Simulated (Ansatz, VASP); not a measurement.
# MoS2: VASP beside Ansatz

File INCAR:

```
SYSTEM = MoS2
PREC     = Accurate       ! precision mode
ENCUT    = 520            ! plane-wave cutoff, eV
EDIFF    = 1E-6           ! SCF threshold, eV
ISMEAR   = 1              ! smearing method
SIGMA    = 0.2            ! smearing width, eV
LREAL    = .False.        ! projectors in reciprocal space
LASPH    = .True.         ! aspherical terms in the spheres
NELM     = 100            ! most SCF steps
ALGO     = Normal         ! electronic algorithm
ISIF     = 2              ! what is computed and relaxed
LWAVE    = .False.        ! write WAVECAR
LCHARG   = .False.        ! write CHGCAR
GGA      = PS             ! functional
NBANDS   = 35             ! bands
```

KPOINTS

```
regular mesh
0
Gamma
  12 12 4
  0 0 0
```

POSCAR

```
MoS2
1.0
    3.2276663163      0.0000000000      0.0000000000
   -1.6138331582      2.7952410249      0.0000000000
    0.0000000000      0.0000000000     10.7655582315
Mo S
2 4
Direct
    0.3333333333      0.6666666667      0.2500000000
    0.6666666667      0.3333333333      0.7500000000
    0.3333333333      0.6666666667      0.6259932117
    0.6666666667      0.3333333333      0.1259932117
    0.3333333333      0.6666666667      0.8740067883
    0.6666666667      0.3333333333      0.3740067883
```

Input for Ansatz:

```yaml
crystal:
  lattice:
    - [3.2276663163, 0.0, 0.0]
    - [-1.6138331582, 2.7952410249, 0.0]
    - [0.0, 0.0, 10.7655582315]
  atoms:
    - { symbol: Mo, position: [0.3333333333, 0.6666666667, 0.25] }
    - { symbol: Mo, position: [0.6666666667, 0.3333333333, 0.75] }
    - { symbol: S, position: [0.3333333333, 0.6666666667, 0.6259932117] }
    - { symbol: S, position: [0.6666666667, 0.3333333333, 0.1259932117] }
    - { symbol: S, position: [0.3333333333, 0.6666666667, 0.8740067883] }
    - { symbol: S, position: [0.6666666667, 0.3333333333, 0.3740067883] }
basis:
  ecutwfc: 420
kpoints:
  mp_grid: { grid: [12, 12, 4] }
hamiltonian:
  xc: pbesol
scf:
  occupations: { method: cold, width: 0.2 }
output:
  forces: true
  stress: true
  eigenvalues: true
```

Alike in both runs: task single point; functional PBEsol; k mesh 12 × 12 × 4; no spin polarisation.

|  | VASP | Ansatz |
| --- | --- | --- |
| version | VASP 6.6.1 | Ansatz 0.2.0 |
| potentials or method | VASP PAW PBE potentials, release 64 (Mo_sv, S) | scalar-relativistic, plane waves, PAW |
| plane-wave cutoff (eV) | 520 | 420 |
| occupations | methfessel-paxton of order 1, width 0.2 eV | cold, width 0.2 eV |
| valence electrons in the cell | 52 | 52 |

Ansatz gave:

```
gap on the k mesh at the Fermi level (eV)       : none
pressure (GPa)                                  : 21.3
largest component of the traceless stress (GPa) : 20.98
rms of the force components (eV/Å)              : 1.954
```

**Question.** Which values does VASP return?

**Answer.** gap on the k mesh at the Fermi level (eV): none; pressure (GPa): 21.2; largest component of the traceless stress (GPa): 20.80; rms of the force components (eV/Å): 1.936.

Atom by atom the forces differ by 0.018 eV/Å (rms over components). A gap of «none» marks a metal or a gap that the smearing closes.

Caveats: so large a pressure means that the cell lies far from this level's equilibrium, or that cutoff or potentials fall short (VASP); the potentials were made for another functional, which shifts forces and pressure (VASP).
